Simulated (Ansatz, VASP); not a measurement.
## Two plane-wave programs on ZnSe

INCAR

```
  ALGO = Normal
  EDIFF = 1E-6
  ENCUT = 520
  GGA = PS
  ISIF = 2
  ISMEAR = 0
  LASPH = T
  LCHARG = F
  LREAL = F
  LWAVE = F
  NBANDS = 16
  NELM = 80
  PREC = Accurate
  SIGMA = 0.1
```

Contents of KPOINTS:

```
k-points
0
Gamma
  6 6 6
```

The input POSCAR:

```
ZnSe
1.0
    0.0000000000      2.8324425407      2.8324425407
    2.8324425407      0.0000000000      2.8324425407
    2.8324425407      2.8324425407      0.0000000000
Zn Se
1 1
Direct
    0.0000000000      0.0000000000      0.0000000000
    0.7500000000      0.7500000000      0.7500000000
```

Input for Ansatz:

```yaml
crystal:
  lattice:
    - [0.0, 2.8324425407, 2.8324425407]
    - [2.8324425407, 0.0, 2.8324425407]
    - [2.8324425407, 2.8324425407, 0.0]
  atoms:
    - { symbol: Zn, position: [0.0, 0.0, 0.0] }
    - { symbol: Se, position: [0.75, 0.75, 0.75] }
basis:
  ecutwfc: 420
kpoints:
  mp_grid: { grid: [6, 6, 6] }
hamiltonian:
  xc: pbesol
scf:
  occupations: { method: gaussian, width: 0.1 }
output:
  forces: true
  stress: true
  eigenvalues: true
```

The cell is a database's computed one.

Alike in both runs: task single point; functional PBEsol; k mesh 6 × 6 × 6; occupations gaussian, width 0.1 eV; no spin polarisation.

```csv
,VASP,Ansatz
version,VASP 6.6.1,Ansatz 0.2.0
potentials or method,"VASP PAW PBE potentials, release 64 (Zn, Se)","scalar-relativistic, plane waves, PAW"
plane-wave cutoff (eV),520,420
valence electrons in the cell,18,28
```

|  | VASP | Ansatz | Ansatz less VASP |
| --- | --- | --- | --- |
| gap on the k mesh at the Fermi level (eV) | 1.17 | 1.17 | -0.003 |
| least direct gap on the mesh (eV) | 1.17 | 1.17 | -0.003 |
| pressure (GPa) | -0.8 | -1.0 | -0.25 |

With one functional, cell and mesh, what is left measures potentials, basis and numerics. The two sets of potentials don't hold the same shells in valence.

Caveats: the PAW data sets were made with another functional, which shifts forces and pressure a little (VASP).
